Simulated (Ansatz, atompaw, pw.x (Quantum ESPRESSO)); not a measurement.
# lead: one change to the PAW (atompaw) potential, in the atom and in the sc crystal

- Element: Pb (Z = 82)
- Generator: atompaw 4.2.0.5
- Type: PAW
- Functional: PBE
- Relativity: scalar-relativistic
- Frozen core: [Xe] 4f14 5d10
- Valence charge: 4
- Reference configuration: 6s1.5 6p2.5
- Partial waves: 6s (bound): rc 2.60 bohr; 6s channel at 2.3 Ry: rc 1.75 bohr; 6p (bound): rc 2.60 bohr; 6p channel at 0.9 Ry: rc 2.60 bohr
- Local potential: bessel scheme, radius 2.25 bohr
- Core correction: smooth core density matched at 1.95 bohr
- Augmentation charge: besselshape compensation charge, radius 2.35 bohr; PAW radius 2.60 bohr; waves and projectors: custom rrkj gramschmidtortho

Change: all radii scaled by about 1.14 (s 2.96, p 2.96 bohr); local potential bessel scheme, radius 2.56 bohr; augmentation besselshape compensation charge, radius 2.68 bohr; PAW radius 2.96 bohr; waves and projectors: custom rrkj gramschmidtortho; core correction smooth core density matched at 2.22 bohr.

Cutoffs, loose and tight: the cutoffs (Ry, on a coarse ladder) from which the occupation-weighted sum of valence levels, in a spherical-Bessel basis at the reference potential, stays within 10 and 1 mRy of its value at 400 Ry. They see the waves and projectors alone, not the compensation charge or the core.

Crystal test: sc Pb in pw.x 7.5, no spin, 10³ k-points, Fermi–Dirac smearing 0.01 Ry, cutoffs set for each file from its atomic test. The reference is all-electron LAPW (Ansatz 0.2.0) with the same functional, mesh and smearing; V0 and B0 come from Birch–Murnaghan fits to the pressures at five volumes. Errors are pseudo minus all-electron; Δ is the rms difference of the E(V) curves that follow from these fits, minima aligned, over ±6 % about the mean V0. Mesh and smearing are coarse, so the numbers serve the comparison and aren't converged zero-temperature values; the lattice is a test structure that the element need not adopt.

All-electron: a0 = 3.254 Å (V0 = 34.44 Å³/atom), B0 = 34.9 GPa.

Question: Does the change bring the crystal closer to the all-electron result?

Answer: The mean pressure error goes from -9.35 to -7.61 GPa, so the change moves the solid closer to the all-electron pressures. Neither pressure curve crosses zero within the volumes sampled, so no fits are given.

```csv
quantity,base,changed
outcome (atom),generated,generated
"cutoff, loose (atom)",6 Ry,6 Ry
"cutoff, tight (atom)",8 Ry,8 Ry
bound ghosts (atom),none,none
cutoffs in pw.x (Ry),40/400,40/400
mean pressure error (GPa),-9.35,-7.61
```

Base: This is a poor potential for the solid. The pseudo pressure rises with volume over part of the range, a mechanical instability. Changed file: This is a poor potential for the solid.
